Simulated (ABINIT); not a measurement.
# PbSe (Clausthalite) (Fm-3m) in ABINIT: a series of runs

One crystal, PbSe (Clausthalite), is run at these levels: PBE; tasks: band structure.

All numbers are computed with ABINIT 10.8.3 (patched build); they aren't measurements. Logs are shortened: lines on timing, memory, paths and dates and some standing lists are left out, and cuts for length are marked. The log counts tension as positive stress, the text compression.

**The experiment to reproduce.**

A printed reference work, monograph reports, for a bulk crystal of PbSe at 300 K: band gap 0.28 eV (direct).

How close the calculation comes is told below.

## 1. Starting point

The structure is cubic, space group Fm-3m (No. 225). Conventional cell: a = 6.121 Å, b = 6.121 Å, c = 6.121 Å, α = 90.00°, β = 90.00°, γ = 90.00°. Around Pb (site symmetry m-3m) lie 6 Se at 3.06 Å. Around Se (site symmetry m-3m) lie 6 Pb at 3.06 Å.

## 2. Band structure, PBE

Contents of run.abi:

```
# Datasets: ground state, then fixed potential
ndtset 2

# Pseudopotentials
pp_dirpath "./"
pseudos "Pb.GGA_PBE-JTH.xml, Se.GGA_PBE-JTH.xml"

# Structure
acell 4.3284127397 4.3284127397 4.3284127397 Angstrom
rprim
     0.0000000000     0.7071067812     0.7071067812
     0.7071067812     0.0000000000     0.7071067812
     0.7071067812     0.7071067812     0.0000000000
ntypat 2
znucl 82 34
natom 2
typat 1 2
xred
     0.0000000000     0.0000000000     0.0000000000
     0.5000000000     0.5000000000     0.5000000000

# Plane-wave basis
ecut 22.0
pawecutdg 44.0
pawxcdev 0

# Exchange and correlation
ixc 11

# Bands and occupations
occopt 3
tsmear 0.05 eV

# SCF cycle
nstep 100

# Output
iomode 3
prtwf 0
prteig 0
prtebands 0
prtden1 1
prtvha1 1
prtvclmb1 1
prtpot1 1

# Dataset 1
kptopt1 1
ngkpt1 8 8 8
nshiftk1 1
shiftk1 0.0 0.0 0.0
nband1 14
tolvrs1 1.0e-9

# Dataset 2: bands along G-X-W-K-G-L-U-W-L-K
iscf2 -2
getden2 1
nband2 20
nbdbuf2 4
tolwfr2 1.0e-11
kptopt2 -9
ndivsm2 5
prteig2 1
prtvol2 -3
kptbounds2
     0.0000000000     0.0000000000     0.0000000000
     0.5000000000     0.0000000000     0.5000000000
     0.5000000000     0.2500000000     0.7500000000
     0.3750000000     0.3750000000     0.7500000000
     0.0000000000     0.0000000000     0.0000000000
     0.5000000000     0.5000000000     0.5000000000
     0.6250000000     0.2500000000     0.6250000000
     0.5000000000     0.2500000000     0.7500000000
     0.5000000000     0.5000000000     0.5000000000
     0.3750000000     0.3750000000     0.7500000000
```

Potentials or basis: JTH PAW PBE v2.0.

The run is started by

```bash
$ abinit run.abi > log 2>&1
```

run.abo:

```text
.Version 10.8.3 of ABINIT
 DATASET    1 : space group Fm -3 m (#225); Bravais cF (face-center cubic)
================================================================================
 Values of the parameters that define the memory need for DATASET  1.
     intxc =       0    ionmov =       0      iscf =      17    lmnmax =      18
     lnmax =       6     mgfft =      36  mpssoang =       3    mqgrid =    3001
     natom =       2  nloc_mem =       2    nspden =       1   nspinor =       1
    nsppol =       1      nsym =      48    n1xccc =       1    ntypat =       2
    occopt =       3   xclevel =       2
       mpw =        1924          nfft =       46656          nkpt =          29
 PAW method is used; the additional fine FFT grid is defined by:
   mgfftf=        50    nfftf =    125000
================================================================================
================================================================================

 DATASET    2 : space group Fm -3 m (#225); Bravais cF (face-center cubic)
================================================================================
 Values of the parameters that define the memory need for DATASET  2.
     intxc =       0    ionmov =       0      iscf =      -2    lmnmax =      18
     lnmax =       6     mgfft =      36  mpssoang =       3    mqgrid =    3001
     natom =       2  nloc_mem =       2    nspden =       1   nspinor =       1
    nsppol =       1      nsym =      48    n1xccc =       1    ntypat =       2
    occopt =       3   xclevel =       2
       mpw =        1932          nfft =       46656          nkpt =          87
 PAW method is used; the additional fine FFT grid is defined by:
   mgfftf=        50    nfftf =    125000
================================================================================
================================================================================

--------------------------------------------------------------------------------
------------- Echo of variables that govern the present computation ------------
--------------------------------------------------------------------------------
 -outvars: echo values of preprocessed input variables --------
            acell      8.1795146379E+00  8.1795146379E+00  8.1795146379E+00 Bohr
              amu      2.07200000E+02  7.89600000E+01
             ecut      2.20000000E+01 Hartree
           getden1          0
           getden2          1
             iscf1         17
             iscf2         -2
              ixc          11
           jdtset        1    2
           kptopt1          1
           kptopt2         -9
         kptrlatt        8    0    0      0    8    0      0    0    8
          kptrlen1     6.54361171E+01
          kptrlen2     3.00000000E+01
            natom           2
[... 1014 lines left out ...]
...

 Integrated electronic density in atomic spheres:
 ------------------------------------------------
 Atom  Sphere_radius  Integrated_density
    1        2.40264         11.32354292
    2        2.21132          3.92345534

================================================================================

 ----iterations are completed or convergence reached----

 Mean square residual over all n,k,spin=   49.193E-13; max=  99.832E-13
 reduced coordinates (array xred) for    2 atoms
       0.000000000000      0.000000000000      0.000000000000
       0.500000000000      0.500000000000      0.500000000000

 cartesian coordinates (angstrom) at end:
    1      0.00000000000000     0.00000000000000     0.00000000000000
    2      3.06065000007434     3.06065000007434     3.06065000007434
 length scales=  8.179514637923  8.179514637923  8.179514637923 bohr
              =  4.328412739700  4.328412739700  4.328412739700 angstroms
 Eigenvalues (hartree) for nkpt=  87  k points:
 kpt#   1, nband= 20, wtk=  1.00000, kpt=  0.0000  0.0000  0.0000 (reduced coord)
  -0.47490   -0.47490   -0.47490   -0.47459   -0.47459   -0.35583   -0.08811    0.07470
   0.07470    0.07470    0.31736    0.31736    0.31736    0.38442    0.38442    0.38442
   0.44590    0.45128    0.47682    0.47682
 kpt#   2, nband= 20, wtk=  1.00000, kpt=  0.0357  0.0000  0.0357 (reduced coord)
  -0.47490   -0.47488   -0.47488   -0.47462   -0.47458   -0.35535   -0.08980    0.07399
   0.07399    0.07768    0.30703    0.31638    0.31638    0.37961    0.38801    0.38801
   0.45214    0.45544    0.47737    0.48542
 kpt#   3, nband= 20, wtk=  1.00000, kpt=  0.0714  0.0000  0.0714 (reduced coord)
  -0.47493   -0.47482   -0.47482   -0.47470   -0.47456   -0.35390   -0.09443    0.07189
   0.07189    0.08591    0.28303    0.31423    0.31423    0.36877    0.39795    0.39795
   0.46069    0.46730    0.47903    0.51167
 kpt#   4, nband= 20, wtk=  1.00000, kpt=  0.1071  0.0000  0.1071 (reduced coord)
  -0.47497   -0.47485   -0.47472   -0.47472   -0.47452   -0.35151   -0.10095    0.06856
   0.06856    0.09746    0.25507    0.31231    0.31231    0.35620    0.41263    0.41263
   0.46515    0.48181    0.48707    0.54855
 kpt#   5, nband= 20, wtk=  1.00000, kpt=  0.1429  0.0000  0.1429 (reduced coord)
[... 317 lines left out ...]
   0.05935    0.07824    0.23371    0.25778    0.31408    0.39739    0.48511    0.50168
   0.58191    0.63780    0.65454    0.70307
 kpt#  85, nband= 20, wtk=  1.00000, kpt=  0.4028  0.4028  0.6944 (reduced coord)
  -0.47744   -0.47473   -0.47468   -0.47390   -0.47356   -0.30581   -0.15992   -0.00960
   0.05332    0.06952    0.24757    0.26986    0.32747    0.38330    0.49700    0.50395
   0.58754    0.64314    0.65222    0.70363
 kpt#  86, nband= 20, wtk=  1.00000, kpt=  0.3889  0.3889  0.7222 (reduced coord)
  -0.47778   -0.47485   -0.47454   -0.47380   -0.47352   -0.30424   -0.15567   -0.01902
   0.04802    0.06201    0.25931    0.28116    0.33727    0.37026    0.50924    0.51143
   0.59114    0.64175    0.65106    0.69590
 kpt#  87, nband= 20, wtk=  1.00000, kpt=  0.3750  0.3750  0.7500 (reduced coord)
  -0.47806   -0.47497   -0.47443   -0.47371   -0.47347   -0.30337   -0.15196   -0.02443
   0.04360    0.05568    0.26845    0.29130    0.34361    0.35889    0.51770    0.52375
   0.59801    0.63349    0.64599    0.68826

== END DATASET(S) ==============================================================
================================================================================

 -outvars: echo values of variables after computation  --------
            acell      8.1795146379E+00  8.1795146379E+00  8.1795146379E+00 Bohr
           etotal1    -7.0822888174E+01
            fcart1    -0.0000000000E+00 -0.0000000000E+00 -0.0000000000E+00
                      -0.0000000000E+00 -0.0000000000E+00 -0.0000000000E+00
            rprim      0.0000000000E+00  7.0710678120E-01  7.0710678120E-01
                       7.0710678120E-01  0.0000000000E+00  7.0710678120E-01
                       7.0710678120E-01  7.0710678120E-01  0.0000000000E+00
           strten1    -8.3029866220E-05 -8.3029866220E-05 -8.3029866220E-05
                       0.0000000000E+00  0.0000000000E+00  0.0000000000E+00
           xangst      0.0000000000E+00  0.0000000000E+00  0.0000000000E+00
                       3.0606500001E+00  3.0606500001E+00  3.0606500001E+00
             xred      0.0000000000E+00  0.0000000000E+00  0.0000000000E+00
                       5.0000000000E-01  5.0000000000E-01  5.0000000000E-01
 Calculation completed.
```

It took 95 s on 1 thread of Arm Neoverse V2, shared host; peak memory 0.15 GiB.

Results:

```
Free energy                                           : -1927.1890 eV
Pressure                                              : 2.4 GPa
Band gap on the k mesh                                : 0.29 eV, direct
Band gap along the path                               : 0.29 eV, direct
Valence electrons inside the program's atomic spheres : Pb 11.32; Se 3.92
```

Levels at the corners of the path, in eV from the valence-band top:
```tsv
point	band 6	band 7	band 8	band 9	band 10	band 11	band 12	band 13	band 14	band 15
Γ	-13.60	-6.31	-1.88	-1.88	-1.88	4.72	4.72	4.72	6.55	6.55
X	-12.16	-7.40	-4.99	-3.24	-3.24	3.71	5.61	5.61	6.04	11.41
W	-12.13	-8.03	-4.23	-4.23	-0.79	1.88	4.95	4.95	7.75	7.75
K	-12.17	-8.05	-4.58	-2.73	-2.40	3.39	4.01	5.43	5.85	10.17
Γ	-13.60	-6.31	-1.88	-1.88	-1.88	4.72	4.72	4.72	6.55	6.55
L	-12.53	-8.81	-1.46	-1.46	0.00	0.29	1.69	1.69	8.58	10.20
U	-12.17	-8.05	-4.58	-2.73	-2.40	3.39	4.01	5.43	5.85	10.17
W	-12.13	-8.03	-4.23	-4.23	-0.79	1.88	4.95	4.95	7.75	7.75
L	-12.53	-8.81	-1.46	-1.46	0.00	0.29	1.69	1.69	8.58	10.20
K	-12.17	-8.05	-4.58	-2.73	-2.40	3.39	4.01	5.43	5.85	10.17
```

Caveat: spin-orbit coupling is left out, which as a rule narrows the gap of such compounds by several tenths of an eV.

## 3. Band structure, PBE, spin-orbit coupling, no magnetisation

run.abi, as its differences from that of step 2:

```diff
@@ -33,2 +33,7 @@
 
+# Spin
+nspinor 2
+nspden 1
+pawspnorb 1
+
 # SCF cycle
@@ -47,3 +52,3 @@
 # Dataset 1
-kptopt1 1
+kptopt1 4
 ngkpt1 8 8 8
@@ -51,3 +56,3 @@
 shiftk1 0.0 0.0 0.0
-nband1 14
+nband1 28
 tolvrs1 1.0e-9
@@ -57,4 +62,4 @@
 getden2 1
-nband2 20
-nbdbuf2 4
+nband2 40
+nbdbuf2 8
 tolwfr2 1.0e-11
```

Potentials or basis: JTH PAW PBE v2.0.

The run is started by

```bash
$ abinit run.abi > log 2>&1
```

run.abo:

```text
.Version 10.8.3 of ABINIT
 DATASET    1 : space group F4 3 2 (#209); Bravais cF (face-center cubic)
================================================================================
 Values of the parameters that define the memory need for DATASET  1.
     intxc =       0    ionmov =       0      iscf =      17    lmnmax =      18
     lnmax =       6     mgfft =      36  mpssoang =       3    mqgrid =    3001
     natom =       2  nloc_mem =       2    nspden =       1   nspinor =       2
    nsppol =       1      nsym =      24    n1xccc =       1    ntypat =       2
    occopt =       3   xclevel =       2
       mpw =        1924          nfft =       46656          nkpt =          32
 PAW method is used; the additional fine FFT grid is defined by:
   mgfftf=        50    nfftf =    125000
================================================================================
================================================================================

 DATASET    2 : space group F4 3 2 (#209); Bravais cF (face-center cubic)
================================================================================
 Values of the parameters that define the memory need for DATASET  2.
     intxc =       0    ionmov =       0      iscf =      -2    lmnmax =      18
     lnmax =       6     mgfft =      36  mpssoang =       3    mqgrid =    3001
     natom =       2  nloc_mem =       2    nspden =       1   nspinor =       2
    nsppol =       1      nsym =      24    n1xccc =       1    ntypat =       2
    occopt =       3   xclevel =       2
       mpw =        1932          nfft =       46656          nkpt =          87
 PAW method is used; the additional fine FFT grid is defined by:
   mgfftf=        50    nfftf =    125000
================================================================================
================================================================================

--------------------------------------------------------------------------------
------------- Echo of variables that govern the present computation ------------
--------------------------------------------------------------------------------
 -outvars: echo values of preprocessed input variables --------
            acell      8.1795146379E+00  8.1795146379E+00  8.1795146379E+00 Bohr
[... 1498 lines left out ...]
   0.34265    0.34265    0.38257    0.38257    0.38257    0.38257    0.38789    0.38789
   0.44630    0.44630    0.45207    0.45207    0.47707    0.47707    0.47707    0.47707
 kpt#   2, nband= 40, wtk=  1.00000, kpt=  0.0357  0.0000  0.0357 (reduced coord)
  -0.52775   -0.52775   -0.52775   -0.52775   -0.43392   -0.43392   -0.43380   -0.43380
  -0.43378   -0.43378   -0.35714   -0.35714   -0.08893   -0.08893    0.05671    0.05671
   0.07891    0.07891    0.08139    0.08139    0.25650    0.25650    0.33411    0.33411
   0.34064    0.34064    0.37910    0.37910    0.38570    0.38570    0.39121    0.39121
   0.45249    0.45249    0.45634    0.45634    0.47765    0.47765    0.48596    0.48596
 kpt#   3, nband= 40, wtk=  1.00000, kpt=  0.0714  0.0000  0.0714 (reduced coord)
  -0.52775   -0.52775   -0.52774   -0.52774   -0.43389   -0.43389   -0.43385   -0.43385
  -0.43375   -0.43375   -0.35572   -0.35572   -0.09359   -0.09359    0.05685    0.05685
   0.07689    0.07689    0.08741    0.08741    0.24766    0.24766    0.31756    0.31756
   0.33661    0.33661    0.36868    0.36868    0.39434    0.39434    0.40263    0.40263
[... 491 lines left out ...]
   0.32723    0.32723    0.38394    0.38394    0.49630    0.49630    0.50415    0.50415
   0.58694    0.58694    0.64238    0.64239    0.65153    0.65155    0.70201    0.72298
 kpt#  86, nband= 40, wtk=  1.00000, kpt=  0.3889  0.3889  0.7222 (reduced coord)
  -0.52799   -0.52799   -0.52751   -0.52751   -0.43626   -0.43626   -0.43380   -0.43380
  -0.43271   -0.43271   -0.30652   -0.30652   -0.15382   -0.15382   -0.02191   -0.02191
   0.04236    0.04236    0.06302    0.06302    0.24479    0.24479    0.28539    0.28539
   0.33626    0.33626    0.37179    0.37179    0.50845    0.50845    0.51133    0.51133
   0.59094    0.59094    0.64065    0.64065    0.65068    0.65068    0.69493    0.69505
 kpt#  87, nband= 40, wtk=  1.00000, kpt=  0.3750  0.3750  0.7500 (reduced coord)
  -0.52802   -0.52802   -0.52751   -0.52751   -0.43648   -0.43648   -0.43381   -0.43381
  -0.43263   -0.43263   -0.30556   -0.30556   -0.15007   -0.15007   -0.02729   -0.02729
   0.03750    0.03750    0.05711    0.05711    0.25413    0.25413    0.29431    0.29431
   0.34166    0.34166    0.36212    0.36212    0.51741    0.51741    0.52285    0.52285
   0.59802    0.59802    0.63237    0.63237    0.64570    0.64570    0.68731    0.68735

== END DATASET(S) ==============================================================
================================================================================

 -outvars: echo values of variables after computation  --------
            acell      8.1795146379E+00  8.1795146379E+00  8.1795146379E+00 Bohr
           etotal1    -7.0840450596E+01
            fcart1    -0.0000000000E+00 -0.0000000000E+00 -0.0000000000E+00
                      -0.0000000000E+00 -0.0000000000E+00 -0.0000000000E+00
            rprim      0.0000000000E+00  7.0710678120E-01  7.0710678120E-01
                       7.0710678120E-01  0.0000000000E+00  7.0710678120E-01
                       7.0710678120E-01  7.0710678120E-01  0.0000000000E+00
           strten1    -7.0929013415E-05 -7.0929013415E-05 -7.0929013415E-05
                       0.0000000000E+00  0.0000000000E+00  0.0000000000E+00
           xangst      0.0000000000E+00  0.0000000000E+00  0.0000000000E+00
                       3.0606500001E+00  3.0606500001E+00  3.0606500001E+00
             xred      0.0000000000E+00  0.0000000000E+00  0.0000000000E+00
                       5.0000000000E-01  5.0000000000E-01  5.0000000000E-01
 Calculation completed.
```

Wall time 7.5 min (1 thread of Arm Neoverse V2, shared host); peak memory 0.31 GiB.

What came out:

```
Free energy                                           : -1927.6669 eV
Pressure                                              : 2.1 GPa
Band gap on the k mesh                                : 0.14 eV, direct
Band gap along the path                               : 0.14 eV, direct
Valence electrons inside the program's atomic spheres : Pb 11.34; Se 3.91
```

Levels at the corners of the path, in eV from the valence-band top:
| point | band 16 | band 17 | band 18 | band 19 | band 20 | band 21 | band 22 | band 23 | band 24 | band 25 |
| --- | --- | --- | --- | --- | --- | --- | --- | --- | --- | --- |
| Γ | -2.23 | -1.60 | -1.60 | -1.60 | -1.60 | 3.29 | 3.29 | 5.56 | 5.56 | 5.56 |
| X | -4.91 | -3.38 | -3.38 | -2.92 | -2.92 | 3.87 | 3.87 | 4.75 | 4.75 | 6.30 |
| W | -4.26 | -4.06 | -4.06 | -0.69 | -0.69 | 1.83 | 1.83 | 4.99 | 4.99 | 5.14 |
| K | -4.51 | -2.74 | -2.74 | -2.21 | -2.21 | 3.15 | 3.15 | 4.24 | 4.24 | 5.53 |
| Γ | -2.23 | -1.60 | -1.60 | -1.60 | -1.60 | 3.29 | 3.29 | 5.56 | 5.56 | 5.56 |
| L | -1.49 | -1.27 | -1.27 | 0.00 | 0.00 | 0.14 | 0.14 | 1.51 | 1.51 | 2.35 |
| U | -4.51 | -2.74 | -2.74 | -2.21 | -2.21 | 3.15 | 3.15 | 4.24 | 4.24 | 5.53 |
| W | -4.26 | -4.06 | -4.06 | -0.69 | -0.69 | 1.83 | 1.83 | 4.99 | 4.99 | 5.14 |
| L | -1.49 | -1.27 | -1.27 | 0.00 | 0.00 | 0.14 | 0.14 | 1.51 | 1.51 | 2.35 |
| K | -4.51 | -2.74 | -2.74 | -2.21 | -2.21 | 3.15 | 3.15 | 4.24 | 4.24 | 5.53 |

## 4. Against experiment

Step 2. Measured gap of PbSe: 0.28 eV (direct; 300 K; a printed reference work, monograph). This calculation gives 0.29 eV (+0.01 eV). 2 values of this kind are on record (0.15 to 0.28 eV); this one was drawn at random. Spin-orbit coupling on Pb, Se is left out. The value is that of PBE, without temperature or zero-point motion.

Step 3. Against the measured gap of PbSe, 0.28 eV (direct; 300 K; a printed reference work, monograph), the calculated 0.14 eV is off by -0.14 eV. 2 values of this kind are on record (0.15 to 0.28 eV); this one was drawn at random. The value is that of PBE, without temperature or zero-point motion. Semilocal functionals fall short of measured gaps as a rule.
